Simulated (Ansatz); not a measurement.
**Cu(111) / 3 layers Zn(0001) / Cu(111): resistance against film thickness**

How does the resistance across the layers grow with the film in Cu(111) / 3 layers Zn(0001) / Cu(111)?

Calculated with Ansatz 0.2.0; Ansatz plane-wave DFT, PBE, PAW files; ballistic transport by layer matching (Landauer), zero bias.

## Step 1: The structure

The cell holds 11 atoms: 8 Cu and 3 Zn. Cell: a = 2.556 Å, b = 2.556 Å, c = 24.761 Å, α = 90.0°, β = 90.0°, γ = 120.0°. It derives from Cu and Zn. Regions: lead, 8 atoms (8 Cu); films, 3 atoms (3 Zn). The structure is stacked along c, and the current runs across the ab planes.

## Step 2: With 3 layers

The film is laid into the lead at the lead's in-plane lattice, and the cell closes on the lead's own image. The mesh across the current, 32×32, is finer than the density's, because channels open and close sharply across the zone. Energies from -1 to 1 eV in steps of 0.036 eV cover the slope of the Fermi function at 300 K, so the program can form a conductance.

Contents of input.yaml:

```yaml
crystal:
  lattice:
    - [2.5561627297, 0.0, 0.0]
    - [-1.2780813649, 2.2137018601, 0.0]
    - [0.0, 0.0, 24.7609438924]
  atoms:
    - { symbol: Cu, position: [0.0, 0.0, 0.042144963] }
    - { symbol: Cu, position: [0.3333333333, 0.6666666667, 0.126434889] }
    - { symbol: Cu, position: [0.6666666667, 0.3333333333, 0.2107248151] }
    - { symbol: Cu, position: [0.0, 0.0, 0.2950147411] }
    - { symbol: Zn, position: [0.3333333333, 0.6666666667, 0.3914398027] }
    - { symbol: Zn, position: [0.6666666667, 0.3333333333, 0.5] }
    - { symbol: Zn, position: [0.3333333333, 0.6666666667, 0.6085601973] }
    - { symbol: Cu, position: [0.6666666667, 0.3333333333, 0.7049852589] }
    - { symbol: Cu, position: [0.0, 0.0, 0.7892751849] }
    - { symbol: Cu, position: [0.3333333333, 0.6666666667, 0.873565111] }
    - { symbol: Cu, position: [0.6666666667, 0.3333333333, 0.957855037] }
kpoints:
  mp_grid: { grid: [17, 17, 1] }
hamiltonian:
  xc: pbe
scf:
  occupations: { method: fermi_dirac, width: 0.1 }
output:
  transmission: { leads: [[0, 1]], kmesh: [32, 32], e_range: [-1.0, 1.0], de: 0.036 }
  write_potential: true
  write_density: true
  volumetric_format: npy
  elf: true
```

Command:

```
ansatz run input.yaml --threads 4 --pin off --max-ram 8192MiB --backend cpu --events-out ev --progress --plain --runs-dir out
```

Numbers of over 12 decimals in the logs are rounded to 6 here.

Output:

```text
Engine: ansatz 0.2.0, aarch64-unknown-linux-gnu
Pseudopotentials: kind: paw
Pseudopotential: Cu, paw, valence charge 19, recommended cutoff 420 eV (normal), Cu.paw.azcp
Pseudopotential: Zn, paw, valence charge 12, recommended cutoff 420 eV (normal), Zn.paw.azcp
Functional definition: PBE
  parameter kappa = 0.804
  parameter beta = 0.066725
  exchange = pbe_x(kappa = kappa, mu = beta*pi^2/3)
  correlation = pbe_c(beta = beta)
Crystal: 11 atoms, lattice volume = 140.112 Å³
Basis set: ecut = 420 eV, 2789 PW (Γ)
Bands: 113, of which v1, the nominal top of the filled ones, is band 94 counted from 1 (93 counted from 0)
Symmetry: 6 space group operations
Space group: P3m1 (ITA 156), of the structure as read, at distance tolerance 5.2e-5 Å
k-points: 33 of 289 (time reversal used)
Non-local potential: Cu, projectors of the file, l = 0: 3, l = 1: 2, l = 2: 3, l = 3: 1
Non-local potential: Zn, projectors of the file, l = 0: 2, l = 1: 2, l = 2: 3, l = 3: 1
PAW form: soft (Blöchl's): semilocal exchange-correlation on the pseudo side does not see the compensation charge
PAW one-centre angular grid: Cu, 590 points (default); XC on 64 Gauss nodes
PAW one-centre angular grid: Zn, 590 points (default); XC on 64 Gauss nodes
Initial density: superposition of atomic densities (neutral atoms: chi_scale 0, normalization atom), corrected by the library's trained network
Initial wavefunctions: pseudopotential atomic-orbital guess
Functional: x = pbe(κ = 0.804, μ = 0.219515), c = pbe(β = 0.066725)
SCF iter   1: F=—  HF=-62958.383259 eV  |F-HF|=—  |Δ(HF+E_count)|=         —  Δρ=1.39e-3  dr2=3.21e-2  ethr=1.77e-3  ⟨swp⟩=5.3  Hψ=12977  notcnv=0  defer=57
preconditioner: auto → Kerker (q_TF=auto, 2.865 Å⁻¹)  [metal: Δε(μ)=0.001 eV  Ē_g=10.684 eV  σ=0.100 eV  W_gap=0.00  n_scr=40 (ndim 8)  ℏωp=34.9 eV  f_vac=0.000  D(μ)=3.88/eV (n_scr^D=16)]
SCF iter   2: F=—  HF=-62958.384062 eV  |F-HF|=—  |Δ(HF+E_count)|=   8.03e-4  Δρ=7.35e-4  dr2=1.56e-2  ethr=1.71e-5  ⟨swp⟩=1.8  Hψ=4859  notcnv=0  defer=89
SCF iter   3: F=—  HF=-62958.383941 eV  |F-HF|=—  |Δ(HF+E_count)|=   1.21e-4  Δρ=8.00e-4  dr2=5.12e-3  ethr=8.28e-6  ⟨swp⟩=1.0  Hψ=3455  notcnv=0  defer=89
SCF iter   4: F=—  HF=-62958.383696 eV  |F-HF|=—  |Δ(HF+E_count)|=   2.45e-4  Δρ=1.93e-4  dr2=1.02e-3  ethr=2.72e-6  ⟨swp⟩=1.0  Hψ=3538  notcnv=0  defer=89
SCF iter   5: F=—  HF=-62958.383687 eV  |F-HF|=—  |Δ(HF+E_count)|=   8.10e-6  Δρ=1.25e-4  dr2=3.43e-5  ethr=5.42e-7  ⟨swp⟩=1.1  Hψ=3468  notcnv=0  defer=89
SCF iter   6: F=—  HF=-62958.383688 eV  |F-HF|=—  |Δ(HF+E_count)|=   2.33e-7  Δρ=6.68e-5  dr2=2.39e-5  ethr=1.83e-8  ⟨swp⟩=2.2  Hψ=5618  notcnv=0  defer=89
SCF iter   7: F=—  HF=-62958.383685 eV  |F-HF|=—  |Δ(HF+E_count)|=   2.21e-6  Δρ=2.30e-5  dr2=9.55e-6  ethr=1.27e-8  ⟨swp⟩=2.0  Hψ=3978  notcnv=0  defer=89
SCF iter   8: F=—  HF=-62958.383685 eV  |F-HF|=—  |Δ(HF+E_count)|=   4.86e-7  Δρ=1.41e-5  dr2=2.51e-6  ethr=5.08e-9  ⟨swp⟩=1.1  Hψ=3458  notcnv=0  defer=89
SCF iter   9: F=—  HF=-62958.383685 eV  |F-HF|=—  |Δ(HF+E_count)|=   1.00e-7  Δρ=8.89e-6  dr2=3.65e-7  ethr=1.33e-9  ⟨swp⟩=1.1  Hψ=3458  notcnv=0  defer=89
SCF iter  10: F=-62958.383685 eV  HF=-62958.383685 eV  |F-HF|=6.84e-8  |Δ(HF+E_count)|=   1.15e-8  Δρ=5.72e-6  dr2=4.68e-8  ethr=5.32e-11  ⟨swp⟩=8.9  Hψ=14382  notcnv=0
SCF 1 converged in 10 iterations: F = -62958.383685 eV  dr2 = 4.68e-8
  greatest PAW one-centre occupation: 1.000 electrons in one spin orbital (limit 2), on the Cu atom at site 3 (counted from 0), in its partial waves of l = 0
transmission: 337 of 3366 steps passed
transmission: 675 of 3366 steps passed
[...]
transmission: 3366 of 3366 steps passed
SCF converged after 10 iterations
Free energy (F): -62958.383685 eV
Harris-Foulkes:  -62958.383685 eV  (|F-HF|=6.84e-8)
Internal energy: -62958.262144 eV  (E = F + TS)
E sigma→0 (E₀):  -62958.322914 eV
Entropy (-TS):   -0.121541 eV (-11.049 meV/atom)
Fermi energy:    14.866614 eV
--- Per-component energies (eV) ---
  E_band       = -2881.480517
  E_kinetic    = 2793.363956
  E_local      = -79435.924530  (includes V_loc(G=0)·N_el)
  E_nonlocal   = 4949.218380
  E_hartree    = 37341.555348
  E_xc         = -1130.434915
  E_vxc        = -1083.520748  (∫ρ·V_xc dr)
  E_paw        = -18776.098113  (= ΣΔE_a)
  E_vpaw       = -4787.735750  (= ΣTr[D̂ρ^β])
  E_aug_tail   = 0.001221  (compensation charges beyond the density's cutoff)
  E_ewald      = -8699.943490
  E_smearing   = -0.121541  (= −TS)
  E_closure    = -0.000000  (closes the sum)
  Σ components = -62958.383685   (vs F -62958.383685, Δ=0.00e0)
--- Band table (eV; the first three rows and the last of 33) ---
  k-point 0: bands = [... 90 lower, 12.8252, 12.9629, 12.9777, 12.9777, 13.1108, 13.1108, 13.1967, 13.1967, ... 15 higher]
  k-point 1: bands = [... 90 lower, 12.8304, 12.8759, 12.9809, 13.0348, 13.1139, 13.2001, 13.3912, 13.5696, ... 15 higher]
  k-point 2: bands = [... 90 lower, 12.8421, 12.9564, 12.9883, 13.1219, 13.2092, 13.2231, 13.8997, 14.0752, ... 15 higher]
  k-point 32: bands = [... 90 lower, 16.8240, 17.2869, 17.5374, 17.5742, 17.6018, 17.8162, 17.8974, 18.0417, ... 15 higher]
--- Transmission ---
  basis      : 55 plane waves across, 33 finite elements along
  points     : 102, standing for a mesh of 32 x 32
  filling    : by the input's occupations and mesh, since the crystals that have channels conduct as metals do. If one of these is a semiconductor, that mesh has misplaced its level
  energies   : 56 from -1.000000 to 0.980000 eV about the Fermi level, 0.036000 eV apart; the leads are filled to 0.000000 eV, and channels, transmission and decay are at 0.008000 eV
  crystal 0  : Cu1, at the sites [0, 1], period 2.0871 Å, over 16.70 Å; its Hamiltonian steps by up to 5.5 meV
    offset         : up to 0.0000 Å between an atom of the period and one for which it stands
    filled         : 17.1 meV over the level at which it is neutral
    channels       : 7.880859e-1 a spin
    conductance    : 1.0809e15 S/m² at 300 K; may be off by some 0.0 % by where its bands' edges are placed, 2.9 % from the k-mesh, 0.1 % from the distance to neutral
    slowest decay  : 0.0485 /Å at (0.0938, 0.0000)
  junction   : crystal 0 to crystal 0, 0.70 to 23.37 Å
    transmission   : 4.535963e-1 a spin
    conductance    : 6.2070e14 S/m² at 300 K (6.3349e14 on every other point, 6.2077e14 on every other energy)
    error estimate : 0.0 % from the energy spacing and 0.0 % from band edges of the leads and from resonances (wavevectors taken as independent; lower de), 2.4 % from the k-mesh, 0.3 % from the steps of its leads' Hamiltonians or their offsets (lay more layers), 0.1 % from the distance to neutral
    resistance     : 6.8590e-4 Ω µm² beyond half of each lead's own
```

Run time: 82 s. Hardware: 4 threads of Arm Neoverse V2, shared host; peak memory 0.81 GiB.

This step gave:

- free energy: -62958.3837 eV
- energy at zero smearing: -62958.3229 eV
- Fermi energy: 14.87 eV
- cell area: 5.659 Å²
- step of the lead's potential: 5.5 meV
- ballistic conductance of the lead: 1.08e15 S/m²
- estimated errors of the lead's conductance: 0, 2.9, 0.1 % (band edges, k-mesh, distance from neutral)
- lead conductance per cell: 0.7894 G₀
- conductance of the junction: 6.21e14 S/m²
- junction conductance per cell: 0.4533 G₀
- estimated errors of the junction's conductance: 0, 0, 2.4, 0.3, 0.1 % (energy step, band edges, k-mesh, leads' steps, distance from neutral)
- area resistance that the stack adds (contact term taken off, spin by spin): 0.6859 fΩ m²

Per spin. Transmission, zone mean against energy, zero at the Fermi level:

energy (eV), transmission, zone mean and a bar from the least value:
```
   -1.000      0.426 
   -0.964      0.428 #
   -0.892      0.429 ##
   -0.856      0.430 ##
   -0.784      0.430 ##
   -0.748      0.431 ###
   -0.676      0.433 ####
   -0.640      0.433 ####
   -0.568      0.435 #####
   -0.532      0.436 ######
   -0.460      0.438 #######
   -0.424      0.439 ########
   -0.352      0.442 #########
   -0.316      0.444 ###########
   -0.244      0.446 ############
   -0.208      0.446 ############
   -0.136      0.449 ##############
   -0.100      0.451 ###############
   -0.028      0.452 ###############
    0.008      0.454 ################
    0.080      0.457 ##################
    0.116      0.458 ###################
    0.188      0.460 ####################
    0.224      0.461 #####################
    0.296      0.462 #####################
    0.332      0.464 ######################
    0.404      0.466 ########################
    0.440      0.463 ######################
    0.512      0.465 #######################
    0.548      0.475 #############################
    0.584      0.476 ##############################
    0.620      0.475 #############################
    0.656      0.468 #########################
    0.728      0.472 ############################
    0.764      0.464 ######################
    0.836      0.468 #########################
    0.872      0.470 ##########################
    0.944      0.473 ############################
    0.980      0.470 ##########################
```

Per spin. Open channels, zone mean, lead against energy, zero at the Fermi level:

energy (eV), open channels, zone mean, lead and a bar from the least value:
```
   -1.000      0.647 
   -0.928      0.671 ####
   -0.856      0.677 ####
   -0.784      0.688 ######
   -0.712      0.724 ###########
   -0.676      0.724 ###########
   -0.604      0.735 #############
   -0.532      0.735 #############
   -0.460      0.741 ##############
   -0.388      0.753 ################
   -0.316      0.782 ####################
   -0.244      0.794 ######################
   -0.172      0.782 ####################
   -0.100      0.782 ####################
   -0.028      0.788 #####################
    0.008      0.788 #####################
    0.080      0.800 #######################
    0.152      0.835 ############################
    0.224      0.835 ############################
    0.296      0.823 ##########################
    0.368      0.823 ##########################
    0.440      0.817 ##########################
    0.512      0.817 ##########################
    0.584      0.829 ###########################
    0.656      0.817 ##########################
    0.692      0.829 ###########################
    0.764      0.847 ##############################
    0.836      0.847 ##############################
    0.908      0.847 ##############################
    0.980      0.841 #############################
```

Transmission over k1 and k2. At 0.0080 eV from the Fermi level.

Values, 12 rows by 16 columns, each cell a mean:
```
0.127 0.206 0.361 0.415 0.436 0.430 0.389 0.262 0.171 0.217 0.008 0.000 0.000 0.000 0.005 0.155
0.286 0.378 0.463 0.563 0.644 0.670 0.633 0.548 0.446 0.353 0.217 0.018 0.000 0.000 0.000 0.002
0.329 0.452 0.588 0.771 0.903 0.950 0.946 0.898 0.782 0.612 0.468 0.313 0.051 0.000 0.000 0.000
0.331 0.471 0.661 0.899 0.994 0.973 0.947 0.954 0.979 0.944 0.772 0.553 0.394 0.135 0.000 0.000
0.258 0.427 0.623 0.898 0.992 0.923 0.609 0.393 0.594 0.930 0.976 0.832 0.572 0.398 0.169 0.121
0.153 0.314 0.508 0.788 0.984 0.937 0.396 0.000 0.000 0.347 0.926 0.983 0.806 0.524 0.334 0.153
0.207 0.166 0.387 0.577 0.859 0.983 0.900 0.344 0.000 0.000 0.826 0.970 0.954 0.695 0.453 0.249
0.144 0.027 0.210 0.420 0.600 0.847 0.974 0.941 0.771 0.732 0.897 0.971 0.981 0.787 0.534 0.389
0.138 0.000 0.000 0.135 0.398 0.549 0.751 0.920 0.978 0.980 0.983 0.992 0.944 0.762 0.547 0.413
0.139 0.000 0.000 0.000 0.052 0.310 0.444 0.563 0.709 0.819 0.866 0.850 0.763 0.616 0.478 0.392
0.116 0.000 0.000 0.000 0.000 0.018 0.195 0.291 0.394 0.485 0.545 0.561 0.527 0.459 0.378 0.272
0.233 0.096 0.100 0.104 0.103 0.105 0.148 0.182 0.168 0.235 0.341 0.359 0.356 0.342 0.246 0.111
```
Columns: k1 (b1) from -0.5 to 0.469; rows upwards: k2 (b2) from -0.5 to 0.469.

Open channels over k1 and k2. At 0.0080 eV from the Fermi level.

Values, 12 rows by 16 columns, each cell a mean:
```
1.00 1.00 1.00 1.00 1.00 1.00 1.00 1.00 1.00 1.00 0.31 0.00 0.00 0.00 0.19 0.69
1.00 1.00 1.00 1.00 1.00 1.00 1.00 1.00 1.00 1.00 0.75 0.06 0.00 0.00 0.00 0.06
1.00 1.00 1.00 1.00 1.00 1.00 1.00 1.00 1.00 1.00 1.00 0.88 0.19 0.00 0.00 0.00
1.00 1.00 1.00 1.00 1.00 1.00 1.00 1.00 1.00 1.00 1.00 1.00 1.00 0.44 0.00 0.00
1.00 1.00 1.00 1.00 1.00 1.00 0.75 0.50 0.69 1.00 1.00 1.00 1.00 1.00 0.88 0.69
1.00 1.00 1.00 1.00 1.00 1.00 0.50 0.00 0.00 0.44 1.00 1.00 1.00 1.00 1.00 1.00
1.00 1.00 1.00 1.00 1.00 1.00 1.00 0.44 0.00 0.00 1.00 1.00 1.00 1.00 1.00 1.00
0.75 0.31 0.69 1.00 1.00 1.00 1.00 1.00 0.88 0.88 1.00 1.00 1.00 1.00 1.00 1.00
0.50 0.00 0.00 0.44 1.00 1.00 1.00 1.00 1.00 1.00 1.00 1.00 1.00 1.00 1.00 1.00
0.50 0.00 0.00 0.00 0.19 0.88 1.00 1.00 1.00 1.00 1.00 1.00 1.00 1.00 1.00 1.00
0.75 0.00 0.00 0.00 0.00 0.06 0.94 1.00 1.00 1.00 1.00 1.00 1.00 1.00 1.00 1.00
1.00 0.75 0.38 0.38 0.38 0.38 0.88 1.00 1.00 1.00 1.00 1.00 1.00 1.00 1.00 1.00
```
Columns: k1 (b1) from -0.5 to 0.469; rows upwards: k2 (b2) from -0.5 to 0.469.

Electrostatic potential energy in the ca plane at fractional y = 0.333, with atoms of Cu and Zn within 0.2 Å of it. With pseudopotentials it is smooth inside the atoms' cores, unlike the true potential.

Ten even steps from '0' (-30 eV) to '9' (17 eV), each cell a mean:
```
98899998899731379988999998899996324799988899
99999999999500049999999999999984002699999999
99999999999400038999999999999973001599999999
99999999999500059999999999999984102699999999
98899987899843489988899987789997435899987799
85579975689988899865799975579999888999865689
74479964589999999854699964579999989999864589
86689976689987899865799975689999778999975689
```
Columns run along c (16.0 Å, from fractional 0.02 to 0.67 of the cell; values clipped at the 3rd and 97th percentile), rows up along a (2.6 Å). Atoms in or near the plane, at fractional coordinates: Cu at (0.21, 0.67), Zn at (0.50, 0.67).

ELF in the ca plane at fractional y = 0.333, with atoms of Cu and Zn within 0.2 Å of it. It is the smooth field of the valence electrons, not physical close to the nuclei.

Ten even steps from '0' (0.00) to '9' (0.85), each cell a mean:
```
22222222222223222222222222233222111222332232
32222222232247522322222334443221000222444432
33322223332269622333322344443221000122444442
22222222222246422322222333333221001222333332
22222222222222222222222222222222112222222222
12222222212222222122222222222223333222222222
12222222212222222122222222222223333322222222
22222212212222222222222222222222222222222222
```
Columns run along c (16.0 Å, from fractional 0.02 to 0.67 of the cell), rows up along a (2.6 Å). Atoms in or near the plane, at fractional coordinates: Cu at (0.21, 0.67), Zn at (0.50, 0.67).

Valence density in the ca plane at fractional y = 0.333, with atoms of Cu and Zn within 0.2 Å of it. It is the smooth field of the valence electrons, not physical close to the nuclei.

Ten steps, logarithmic in the rise over the least value, from '0' (0 e/Å³) to '9' (50 e/Å³), each cell a mean:
```
00000000000135410000000000000001332000000000
00000000000268730000000000000002674100000000
00000000000379830000000000000003795100000000
00000000000267620000000000000002564100000000
01100001100124310001000001100001221000001000
12210012210001000012100011100000000000011100
12210012210000000122100012100000000000012100
12210012100011100012100001100000110000011100
```
Columns run along c (16.0 Å, from fractional 0.02 to 0.67 of the cell), rows up along a (2.6 Å). Atoms in or near the plane, at fractional coordinates: Cu at (0.21, 0.67), Zn at (0.50, 0.67).

The lead's potential steps by 5.5 meV from period to period, small in itself. The program estimates the junction's conductance to 2.4 % from the k-mesh, 0.1 % from the leads' distance from neutral and 0.3 % from their steps.

By hand: 1/G − 1/G_lead = 1/0.6207 − 1/1.081 = 0.686 fΩ m² with G in 10¹⁵ S/m².

(Part 1 of 3 ends here.)

[Logs are printed without paths, hosts, clocks, repeated set-up lines and the standing remarks that a program may print on its own settings, such as how far it seeks lower states.]

[Hosts, paths, dates, database ids (printed as entryN), source tags and the programs' standing remarks are cut or masked in the printed files.]
